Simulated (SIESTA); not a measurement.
Here is a SIESTA 5.4.2 calculation.

The input SrO.fdf:

```
SystemName                      SrO
SystemLabel                     SrO
NumberOfSpecies                 2
NumberOfAtoms                   2
%block ChemicalSpeciesLabel
  1  38 Sr
  2   8 O
%endblock ChemicalSpeciesLabel
%include structure.fdf

%block kgrid.MonkhorstPack
    9   0   0  0.0
    0   9   0  0.0
    0   0   9  0.0
%endblock kgrid.MonkhorstPack
XC.Functional                   GGA
XC.Authors                      PBE
PAO.BasisSize                   DZP
PAO.EnergyShift                 0.003 Ry
Mesh.Cutoff                     800 Ry
OccupationFunction              FD
ElectronicTemperature           0.05 eV
MaxSCFIterations                120
SCF.MustConverge                false
SCF.Mixer.Method                Pulay
SCF.Mixer.Weight                0.25
SCF.Mixer.History               8
SCF.DM.Tolerance                5.0e-05
SCF.H.Tolerance                 1.0e-03 eV
WriteForces                     true
Charge.Mulliken                 end
%block PAO.Basis
  Sr 5
  n=4 0 2
    3.897 0.000
  n=5 0 2
    9.500 0.000
  n=4 1 2
    4.631 0.000
  n=5 1 1
    9.500
  n=4 2 1
    7.000
%endblock PAO.Basis
```

File structure.fdf:

```
LatticeConstant                 1.0 Ang
%block LatticeVectors
     0.0000000000     2.5663000000     2.5663000000
     2.5663000000     0.0000000000     2.5663000000
     2.5663000000     2.5663000000     0.0000000000
%endblock LatticeVectors
AtomicCoordinatesFormat         Fractional
%block AtomicCoordinatesAndAtomicSpecies
     0.5000000000     0.5000000000     0.5000000000  1  Sr
     0.0000000000     0.0000000000     0.0000000000  2  O
%endblock AtomicCoordinatesAndAtomicSpecies
```

Potentials or basis: PseudoDojo 0.4 standard (PBE files), DZP (energy shift 0.003 Ry; two zetas on semicore shells; d shell added on Sr).

Launch:

```bash
$ siesta < SrO.fdf > SrO.out 2>&1
```

(1) Estimate the pressure.

(2) Estimate the band gap on the k mesh.

Answers

(1) 4.1 GPa.

(2) 3.31 eV, indirect (least direct gap 3.41 eV).

Caveat: an odd mesh through Γ misses points on the zone boundary, where band edges often lie; the basis of atomic orbitals isn't converged, which shifts pressures, moduli and gaps.
